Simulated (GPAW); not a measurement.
# SnTe (Fm-3m) in GPAW: settings compared, part 2 of 2

GPAW 26.7.0.

### Step 4. Equation of state, BP86

Contents of run.py:

```python
from ase.eos import EquationOfState
from ase.io import Trajectory, read
from ase.units import GPa
from gpaw import GPAW, PW, setup_paths

setup_paths.insert(0, '.')

atoms = read('SnTe.cif')

traj = Trajectory('eos.traj', 'w')
volumes, energies = [], []
for x in [0.94, 0.96, 0.98, 1.0, 1.02, 1.04, 1.06]:
    a = atoms.copy()
    a.set_cell(atoms.cell * x**(1 / 3), scale_atoms=True)
    calc = GPAW(mode=PW(600),
                xc='GGA_X_B88+GGA_C_P86',
                kpts={'size': (6, 6, 6), 'gamma': True},
                occupations={'name': 'fermi-dirac', 'width': 0.05},
                nbands=19,
                convergence={'density': 1e-05, 'energy': 1e-05},
                maxiter=150,
                txt=f'eos-{x:.2f}.txt')
    a.calc = calc
    energies.append(a.get_potential_energy(force_consistent=True))
    volumes.append(a.get_volume())
    p = -a.get_stress()[:3].mean() / GPa
    calc.write(f'eos-{x:.2f}.gpw')
    traj.write(a)
    print(f'{x:.2f} {volumes[-1]:10.4f} A^3 {energies[-1]:14.6f} eV {p:9.3f} GPa', flush=True)

v0, e0, B = EquationOfState(volumes, energies, eos='birchmurnaghan').fit()
print(f'V0 = {v0:.4f} A^3, E0 = {e0:.6f} eV, B0 = {B / GPa:.2f} GPa')
```

Contents of SnTe.cif:

```cif
data_SnTe
_cell_length_a 4.45597480
_cell_length_b 4.45597480
_cell_length_c 4.45597480
_cell_angle_alpha 60.00000000
_cell_angle_beta 60.00000000
_cell_angle_gamma 60.00000000
_space_group_name_H-M_alt 'P1'
_space_group_name_Hall 'P 1'
_space_group_IT_number 1
loop_
_space_group_symop_operation_xyz
'x,y,z'
loop_
_atom_site_label
_atom_site_type_symbol
_atom_site_symmetry_multiplicity
_atom_site_Wyckoff_symbol
_atom_site_fract_x
_atom_site_fract_y
_atom_site_fract_z
_atom_site_occupancy
Te1 Te 1 a 0.5000000000 0.5000000000 0.5000000000 1
Sn1 Sn 1 a 0.0000000000 0.0000000000 0.0000000000 1
```

Potentials or basis: PAW data sets generated in the run's folder for this functional, pw.

The run is started by

```
$ gpaw-setup -f GGA_X_B88+GGA_C_P86 Sn Te
$ OMP_NUM_THREADS=1 python run.py
```

Standard output:

```text
__  _  _
 | _ |_)|_||  |
 |__||  | ||/\| - 26.7.0

Input parameters:
  mode=PW(ecut=600.0),
  convergence={'density': 1e-05, 'energy': 1e-05},
  kpts=MonkhorstPack(size=(6, 6, 6), gamma=True),
  maxiter=150,
  nbands=19,
  occupations=Occupations(name='fermi-dirac', width=0.05),
  xc=XC(name='GGA_X_B88+GGA_C_P86')

Diagonalizing LCAO Hamiltonian
Converting LCAO to pw mode

                    Te

       Sn

Atoms  # Å, Bohr magnetons
|   | symbol |        x |        y |        z |    initial magnetic moments |
|---|--------|----------|----------|----------|-----------------------------|
| 0 |     Te | 4.395752 | 2.537888 | 1.794558 | ( 0.0000,  0.0000,  0.0000) |
| 1 |     Sn | 0.000000 | 0.000000 | 0.000000 | ( 0.0000,  0.0000,  0.0000) |

Unit cell  # Å
| periodic |        x |        y |        z |  lengths |    angles |
|----------|----------|----------|----------|----------|-----------|
|      yes | 4.395752 | 0.000000 | 0.000000 | 4.395752 | 60.000000 |
|      yes | 2.197876 | 3.806833 | 0.000000 | 4.395752 | 60.000000 |
|      yes | 2.197876 | 1.268944 | 3.589116 | 4.395752 | 60.000000 |

Number of symmetries: 48
Symmetry operations  # r_c * U_cc + t_c -> r_c
|    | kind |            matrix            |
|----|------|------------------------------|
|  0 |  σ   |  1, 0, 0,  1, 0,-1,  1,-1, 0 |
|  1 |  C2  |  1, 0, 0,  1,-1, 0,  1, 0,-1 |
|  2 |  E   |  1, 0, 0,  0, 1, 0,  0, 0, 1 |
|  3 |  σ   |  1, 0, 0,  0, 0, 1,  0, 1, 0 |
|  4 |  C4  |  1, 0,-1,  1, 0, 0,  1,-1, 0 |
|  5 |  S6  |  1, 0,-1,  1,-1, 0,  1, 0, 0 |
|  6 |  σ   |  1, 0,-1,  0, 1,-1,  0, 0,-1 |
|  7 |  C3  |  1, 0,-1,  0, 0,-1,  0, 1,-1 |
|  8 |  S6  |  1,-1, 0,  1, 0, 0,  1, 0,-1 |
|  9 |  C4  |  1,-1, 0,  1, 0,-1,  1, 0, 0 |
| 10 |  C3  |  1,-1, 0,  0,-1, 1,  0,-1, 0 |
| 11 |  σ   |  1,-1, 0,  0,-1, 0,  0,-1, 1 |
| 12 |  σ   |  0, 1, 0,  1, 0, 0,  0, 0, 1 |
| 13 |  C4  |  0, 1, 0,  0, 1,-1, -1, 1, 0 |
| 14 |  C3  |  0, 1, 0,  0, 0, 1,  1, 0, 0 |
| 15 |  S6  |  0, 1, 0, -1, 1, 0,  0, 1,-1 |
| 16 |  C2  |  0, 1,-1,  1, 0,-1,  0, 0,-1 |
| 17 |  σ   |  0, 1,-1,  0, 1, 0, -1, 1, 0 |
| 18 |  S4  |  0, 1,-1,  0, 0,-1,  1, 0,-1 |
| 19 |  C4  |  0, 1,-1, -1, 1, 0,  0, 1, 0 |
| 20 |  C3  |  0, 0, 1,  1, 0, 0,  0, 1, 0 |
| 21 |  σ   |  0, 0, 1,  0, 1, 0,  1, 0, 0 |
| 22 |  S6  |  0, 0, 1,  0,-1, 1, -1, 0, 1 |
| 23 |  C4  |  0, 0, 1, -1, 0, 1,  0,-1, 1 |
| 24 |  S4  |  0, 0,-1,  1, 0,-1,  0, 1,-1 |
| 25 |  C3  |  0, 0,-1,  0, 1,-1,  1, 0,-1 |
| 26 |  C2  |  0, 0,-1,  0,-1, 0, -1, 0, 0 |
| 27 |  S6  |  0, 0,-1, -1, 0, 0,  0,-1, 0 |
| 28 |  S4  |  0,-1, 1,  1,-1, 0,  0,-1, 0 |
| 29 |  C4  |  0,-1, 1,  0, 0, 1, -1, 0, 1 |
| 30 |  C2  |  0,-1, 1,  0,-1, 0,  1,-1, 0 |
| 31 |  σ   |  0,-1, 1, -1, 0, 1,  0, 0, 1 |
| 32 |  C3  |  0,-1, 0,  1,-1, 0,  0,-1, 1 |
| 33 |  S6  |  0,-1, 0,  0, 0,-1, -1, 0, 0 |
| 34 |  S4  |  0,-1, 0,  0,-1, 1,  1,-1, 0 |
| 35 |  C2  |  0,-1, 0, -1, 0, 0,  0, 0,-1 |
| 36 |  C2  | -1, 1, 0,  0, 1, 0,  0, 1,-1 |
| 37 |  S6  | -1, 1, 0,  0, 1,-1,  0, 1, 0 |
| 38 |  S4  | -1, 1, 0, -1, 0, 1, -1, 0, 0 |
| 39 |  C3  | -1, 1, 0, -1, 0, 0, -1, 0, 1 |
| 40 |  S6  | -1, 0, 1,  0, 0, 1,  0,-1, 1 |
| 41 |  C2  | -1, 0, 1,  0,-1, 1,  0, 0, 1 |
| 42 |  C3  | -1, 0, 1, -1, 1, 0, -1, 0, 0 |
| 43 |  S4  | -1, 0, 1, -1, 0, 0, -1, 1, 0 |
| 44 |  C2  | -1, 0, 0,  0, 0,-1,  0,-1, 0 |
| 45 |  i   | -1, 0, 0,  0,-1, 0,  0, 0,-1 |
| 46 |  σ   | -1, 0, 0, -1, 1, 0, -1, 0, 1 |
| 47 |  C2  | -1, 0, 0, -1, 0, 1, -1, 1, 0 |

BZ-sampling:
  Number of BZ points: 216
  Number of IBZ points: 16

  Monkhorst-Pack size: [6, 6, 6]
  Monkhorst-Pack shift: [0.08333333333333333, 0.08333333333333333, 0.08333333333333333]

K-points  # in reciprocal-cell coordinates
|     |                                coordinates |     weight |
|-----|--------------------------------------------|------------|
|   0 | (  0.00000000,   0.00000000,   0.00000000) | 0.00462963 |
|   1 | (  0.16666667,   0.16666667,   0.00000000) | 0.02777778 |
|   2 | (  0.16666667,   0.16666667,   0.16666667) | 0.03703704 |
|   3 | (  0.33333333,   0.16666667,   0.16666667) | 0.05555556 |
|   4 | (  0.33333333,   0.33333333,  -0.33333333) | 0.05555556 |
|   5 | (  0.33333333,   0.33333333,   0.00000000) | 0.02777778 |
|   6 | (  0.33333333,   0.33333333,   0.16666667) | 0.11111111 |
|   7 | (  0.33333333,   0.33333333,   0.33333333) | 0.03703704 |
|   8 | (  0.50000000,   0.33333333,  -0.33333333) | 0.11111111 |
|   9 | (  0.50000000,   0.33333333,  -0.16666667) | 0.05555556 |
| ... |                                            |            |
|  15 | (  0.50000000,   0.50000000,   0.50000000) | 0.01851852 |

Plane wave coefficients: 2044
Cutoff: 600.0 eV

Spin-components: 1 (collinear spins)
Bands:           19
Projectors:      11
Spin-degeneracy: 2
Datatype:        complex128

Parallelization:
  kpt:    1
  domain: 1
  band:   1

Density:
  Valence electrons: 20.0
  Components: 1
  Grid points: [25 25 25]
  Charge: 0.0  # |e|

Potential:
  Grid points: [25 25 25]

species:
  Te:
    name:    Tellurium
    Z:       52.0
    valence: 6
    core:    46
    charge:  0.0  # [|e|]
    compensation charges:
      type: gauss
      rc: 0.36  # [Å]
      lmax: 2
    cutoffs:
      filter: 2.09  # [Å]
      core: 3.17  # [Å]
    projectors
    | kind |    occ | energy [eV] | rcut [Å] |
    |------|--------|-------------|----------|
    |   5s |  2.000 |     -15.234 |    1.180 |
    |   5p |  4.000 |      -6.076 |    1.196 |
    |    s |        |      11.978 |    1.180 |
    |    p |        |      21.136 |    1.196 |
    |    d |        |       0.000 |    1.238 |

    Using partial waves for Te as LCAO basis

  Sn:
    name:    Tin
    Z:       50.0
    valence: 14
    core:    36
    charge:  0.0  # [|e|]
    compensation charges:
      type: gauss
      rc: 0.38  # [Å]
      lmax: 2
    cutoffs:
      filter: 2.23  # [Å]
      core: 2.35  # [Å]
    projectors
    | kind |    occ | energy [eV] | rcut [Å] |
    |------|--------|-------------|----------|
    |   5s |  2.000 |     -10.701 |    1.201 |
    |   5p |  2.000 |      -3.839 |    1.270 |
    |   4d | 10.000 |     -25.924 |    1.185 |
    |    s |        |      16.510 |    1.201 |
    |    p |        |      23.372 |    1.270 |
    |    d |        |       1.288 |    1.185 |

    Using partial waves for Sn as LCAO basis

Reference energy: -352864.271946  # eV

eigensolver:
  PPCG
  Converge bands: occupied
  niter=2

density mixing:
  MSR1-Mixer
  Pratt-step length: 0.05
  Maximum mixing coefficient: 0.75
  Old densities: 10
  SVD Regularization: 0.005
  Good broyden scale: 1.0
  Trust region scale: 1.0
  Backstep threshold: 4.0
  History deletion threshold: 6.0
  Fourier metric: weight=20.0, sigma=0.015

occupation numbers:
  Fermi-Dirac:
    width: 0.0500  # eV

poisson solver:
  ecut: 4800.0  # eV

xc functional:
  name: GGA_X_B88+GGA_C_P86 with 2 nearest neighbor stencil

convergence criteria:
- Maximum integral of absolute [dens]ity change: 1e-05 electrons / valence electron
- Maximum [total energy] change in last 3 cyles: 1e-05 eV / valence electron
- Maximum integral of absolute [eigenst]ate change: 4e-08 eV^2 / valence electron
maximum number of iterations: 150

SCF iterations
|iter     | |      energy | eigst |  dens |
|---------|-|-------------|-------|-------|
|iter:   1| |   -7.494199 | -0.10 |       |
|iter:   2| |   -7.488774 | -2.32 | -1.48 |
|iter:   3| |   -7.460014 | -2.72 | -1.51 |
|iter:   4| |   -7.461163 | -3.92 | -2.10 |
|iter:   5| |   -7.461348 | -4.76 | -2.62 |
|iter:   6| |   -7.461349c| -6.15 | -3.33 |
|iter:   7| |   -7.461351c| -7.19 | -4.05 |
|iter:   8| |   -7.461351c| -7.71c| -4.86 |
|iter:   9| |   -7.461351c| -8.31c| -5.97c|

Converged in 9 steps
Energy contributions relative to reference atoms: (reference = -352864.271946)

Energy contributions:
  Kinetic:          19.889217
  Coulomb:         -19.168053
  Zero:              0.164966
  External:          0.000000
  Xc:               -8.346502
  Entropy:          -0.001958
  Spinorbit:         0.000000
  ----------------------------
  Free energy:      -7.462330
  Extrapolated:     -7.461351

dipole moment: (-29.905945, -17.266205, -12.209051)  # |e|*Ang

Fermi level: 6.959
Eigenvalues  # (at kpt = [0.000, 0.000, 0.000])
| band index |      eig [eV] | occ [0-2] |
|------------|---------------|-----------|
|          0 |       -15.057 |     2.000 |
|        ... |               |           |
|          2 |       -15.044 |     2.000 |
|          3 |       -15.044 |     2.000 |
|          4 |       -15.044 |     2.000 |
|          5 |        -6.245 |     2.000 |
|          6 |         2.279 |     2.000 |
|          7 |         4.598 |     2.000 |
[... 9 lines left out ...]
|         17 |        13.900 |     0.000 |
|         18 |        13.900 |     0.000 |

Gap: 0.169 eV
Transition (v -> c):
  (s=0, k=15, n=9, [0.50, 0.50, 0.50]) -> (s=0, k=15, n=10, [0.50, 0.50, 0.50])
No difference between direct/indirect transitions

Stress tensor  # eV/Ang^3
|         x |         y |         z |
|-----------|-----------|-----------|
| -0.030436 |  0.000000 |  0.000000 |
|  0.000000 | -0.030436 |  0.000000 |
|  0.000000 |  0.000000 | -0.030436 |

# Writing to eos-0.96.gpw (mode='')
```

It took 72 s on 1 thread of Arm Neoverse V2, shared host; peak memory 0.26 GiB.

What came out:

```yaml
Equilibrium_volume: "33.18 Å³/atom (rough: see the caveat)"
Bulk_modulus: 39 GPa (rough)
```

Energy against volume, from the lowest point:
| volume (Å³/atom) | energy (meV/atom) |
| --- | --- |
| 29.404 | 65.56 |
| 30.030 | 43.90 |
| 30.656 | 27.11 |
| 31.281 | 14.78 |
| 31.907 | 6.42 |
| 32.532 | 1.60 |
| 33.158 | 0.00 |

Caveat: the minimum lies outside the volumes run. Spin-orbit coupling is left out, which matters for the levels of Te.

### Step 5. Against experiment

Step 2. Measured gap of SnTe: 0.18 eV (direct; 300 K; a printed reference work, textbook). This calculation gives 0.04 eV (-0.14 eV). Spin-orbit coupling on Sn, Te is left out. The value is that of PBE in an atomic basis (GPAW PAW data sets (gpaw-data 1.2.1), lcao:dzp), whose error adds to the functional's,, without temperature or zero-point motion. Semilocal functionals fall short of measured gaps as a rule.
